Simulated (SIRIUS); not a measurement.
# As in SIRIUS: the effect of dispersion

Crystal: As.

```xyz
2
Lattice="4.1310 0.0000 0.0000 2.4184 3.3491 0.0000 2.4184 1.2367 3.1124" Properties=species:S:1:pos:R:3 pbc="T T T"
As    2.0267    1.0364    0.7034
As    6.9411    3.5494    2.4090
```

Alike in all runs:

```yaml
Program: SIRIUS 7.12.0
Task: equation of state
Functional: PBE
Potentials_or_basis: all-electron FP-LAPW
Cutoff: 184 eV
Basis: apw+lo standard
k_mesh: 7 × 7 × 7
Occupations: fermi-dirac, width 0.05 eV
Spin: no spin polarisation
```

```tsv
dispersion	V0 of scaled cells (Å³/atom)	B0 (GPa)
none	?	?
D3	22.14	73
D3(BJ)	21.64	76
D4	21.64	77
```

Problem. What does the run with dispersion none give?

Solution. V0 of scaled cells 22.57 Å³/atom; B0 69 GPa.

Caveats: the cell was scaled at fixed shape and fractional positions, which overstates the stiffness of a crystal with free parameters, most of all of layers and chains.
